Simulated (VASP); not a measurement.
Set up this calculation in VASP 6.6.1, as the native input.

```
Task                   : single point
Functional             : LDA
Potentials or basis    : VASP PAW LDA potentials, release 64 (Cd, Se)
Cutoff                 : 520 eV
k mesh                 : 14 × 14 × 14
Occupations            : gaussian, width 0.15 eV
Spin                   : no spin polarisation
Dipole correction      : no
Further INCAR settings : ALGO = Normal; EDIFF = 1e-06; NBANDS = 16
```

The structure of CdSe lies in POSCAR:

```
CdSe
1.0
    0.0000000000      2.7877392600      2.7877392600
    2.7877392600      0.0000000000      2.7877392600
    2.7877392600      2.7877392600      0.0000000000
Cd Se
1 1
Direct
    0.0000000000      0.0000000000      0.0000000000
    0.5000000000      0.5000000000      0.5000000000
```

Measurements of this composition are mostly on another form, of space group No. 186.

The cell isn't the ideal one: strain -0.030 along x and y, -0.030 along z, atoms carried along.

These files were run (other wordings do the same):

INCAR

```
SYSTEM = CdSe
PREC     = Accurate       ! precision mode
ENCUT    = 520            ! plane-wave cutoff, eV
EDIFF    = 1E-6           ! SCF threshold, eV
ISMEAR   = 0              ! smearing method
SIGMA    = 0.15           ! smearing width, eV
LREAL    = .False.        ! projectors in reciprocal space
LASPH    = .True.         ! aspherical terms in the spheres
NELM     = 100            ! most SCF steps
ALGO     = Normal         ! electronic algorithm
ISIF     = 2              ! what is computed and relaxed
LWAVE    = .False.        ! write WAVECAR
LCHARG   = .False.        ! write CHGCAR
GGA      = CA             ! functional
NBANDS   = 16             ! bands
```

KPOINTS

```
Automatic mesh
0
Gamma
  14 14 14
  0 0 0
```

Potentials or basis: VASP PAW LDA potentials, release 64 (Cd, Se).

Command:

```bash
$ cat potpaw_LDA.64/Cd/POTCAR potpaw_LDA.64/Se/POTCAR > POTCAR
$ mpirun -np 1 vasp_std > vasp.out
```

It gave:

The pressure is 0.2 GPa and the band gap on the k mesh is none (metal or under the smearing width).

Wall time 26 s on 1 thread of Intel(R) Xeon(R) 6975P-C (Granite Rapids), with other jobs on the host, peak memory 0.2 GiB.
